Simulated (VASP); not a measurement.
## A VASP 6.6.1 single-point calculation on CdF2

INCAR

```
EDIFF = 1E-7
NSW = 0
PREC = Accurate
ISIF = 2
GGA = PE
LREAL = .FALSE.
NELM = 120
LASPH = .TRUE.
IBRION = -1
ISMEAR = 1
ENCUT = 520
SIGMA = 0.005
NBANDS = 20
ALGO = All
LWAVE = .FALSE.
LCHARG = .FALSE.
```

KPOINTS

```
KPOINTS created by Atomic Simulation Environment
0
Gamma
8 8 8
0 0 0
```

POSCAR

```
Cd F
 1.0000000000000000
     0.0000000000000000    2.6941776810000002    2.6941776810000002
     2.6807067926000001    0.0000000000000000    2.6941776810000002
     2.6807067926000001    2.6941776810000002    0.0000000000000000
 Cd  F
   1   2
Cartesian
  0.0000000000000000  0.0000000000000000  0.0000000000000000
  1.3403533963000001  1.3470888405000001  1.3470888405000001
  4.0210601888999999  4.0412665215000008  4.0412665215000008
```

The recommended PBE PAW datasets give the neutral cell 26 valence electrons.

Command

```
mpirun -np 1 vasp_std
```

How does this run end, and what does it give?

It converged. Results: gap between bands v and c on the k mesh 3.08 eV; least direct gap on the k mesh 3.57 eV; pressure 6.8 GPa. Band v is the last that the valence electrons fill when counted band by band, and c is the next.

OSZICAR

```
N       E                     dE             d eps       ncg     rms           ort
DAV:   1     0.191530300020E+03    0.19153E+03   -0.16430E+04  1180   0.140E+03
DAV:   2    -0.440665294777E+01   -0.19594E+03   -0.18842E+03  1180   0.341E+02
DAV:   3    -0.125181641371E+02   -0.81115E+01   -0.80909E+01  1180   0.754E+01
DAV:   4    -0.125516727504E+02   -0.33509E-01   -0.33507E-01  1180   0.502E+00
DAV:   5    -0.125517928711E+02   -0.12012E-03   -0.12125E-03  1180   0.270E-01
SDA:   6    -0.791124187087E+01    0.46406E+01   -0.12125E-03  1180   0.128E+02   0.000E+00
CGA:   7    -0.105506641872E+02   -0.26394E+01   -0.26425E+01  1180   0.628E+00  -0.245E+00
CGA:   8    -0.107947317292E+02   -0.24407E+00   -0.24590E+00  1180   0.143E+00  -0.100E-01
CGA:   9    -0.108458916869E+02   -0.51160E-01   -0.51285E-01  1180   0.140E-01  -0.814E-03
CGA:  10    -0.108507277441E+02   -0.48361E-02   -0.48366E-02  1180   0.113E-02  -0.424E-05
CGA:  11    -0.108510869714E+02   -0.35923E-03   -0.35839E-03  1180   0.990E-04   0.119E-04
CGA:  12    -0.108511197723E+02   -0.32801E-04   -0.33111E-04  1180   0.144E-04  -0.400E-05
CGA:  13    -0.108511240379E+02   -0.42657E-05   -0.41935E-05  1180   0.201E-05   0.170E-05
CGA:  14    -0.108511248370E+02   -0.79907E-06   -0.76441E-06  1180   0.390E-06   0.460E-06
SDA:  15    -0.108511250419E+02   -0.20486E-06   -0.30780E-06  1180   0.397E-06  -0.279E-06
SDA:  16    -0.108511250765E+02   -0.34688E-07   -0.60210E-07  1180   0.777E-07   0.161E-06
   1 F= -.10851125E+02 E0= -.10851125E+02  d E =0.614557E-29
```

Standard output (part)

```
POSCAR found type information on POSCAR CdF
 POSCAR found :  2 types and       3 ions
 LDA part: xc-table for (Slater+PW92), standard interpolation
 POSCAR, INCAR and KPOINTS ok, starting setup
 WAVECAR not read
 entering main loop
 gam= 0.000 g(H,U,f)=  0.806E+01 0.475E+01-0.409E-06 ort(H,U,f) = 0.000E+00 0.000E+00 0.000E+00
 gam= 0.000 trial= 0.400  step=  0.4125 mean=  0.4000
 gam= 0.049 g(H,U,f)=  0.426E+00 0.201E+00-0.445E-48 ort(H,U,f) =-0.130E+01 0.106E+01-0.209E-47
 gam= 0.049 trial= 0.401  step=  0.7987 mean=  0.4013
 gam= 0.228 g(H,U,f)=  0.122E+00 0.216E-01-0.289-102 ort(H,U,f) =-0.957E-01 0.857E-01-0.115-101
 gam= 0.228 trial= 0.441  step=  0.7275 mean=  0.4410
 gam= 0.098 g(H,U,f)=  0.135E-01 0.443E-03-0.402E-48 ort(H,U,f) =-0.675E-02 0.594E-02-0.455E-47
 gam= 0.098 trial= 0.470  step=  0.6953 mean=  0.4697
 gam= 0.081 g(H,U,f)=  0.110E-02 0.359E-04-0.383E-34 ort(H,U,f) = 0.125E-03-0.129E-03-0.285E-32
 gam= 0.081 trial= 0.492  step=  0.6334 mean=  0.4922
 gam= 0.087 g(H,U,f)=  0.942E-04 0.482E-05-0.718E-32 ort(H,U,f) = 0.802E-06 0.111E-04-0.324E-31
 gam= 0.087 trial= 0.506  step=  0.6617 mean=  0.5063
 gam= 0.145 g(H,U,f)=  0.103E-04 0.406E-05-0.690E-31 ort(H,U,f) =-0.608E-05 0.208E-05 0.129E-30
 gam= 0.145 trial= 0.522  step=  0.6067 mean=  0.5219
 gam= 0.139 g(H,U,f)=  0.134E-05 0.666E-06-0.635E-34 ort(H,U,f) = 0.142E-06 0.156E-05 0.239E-32
 gam= 0.139 trial= 0.530  step=  0.6812 mean=  0.5304
...
```

For comparison, a separate PBE run of the intended cell, on usual settings and not on those above, gives a gap of 3.08 eV on its mesh and a pressure of 6.8 GPa.
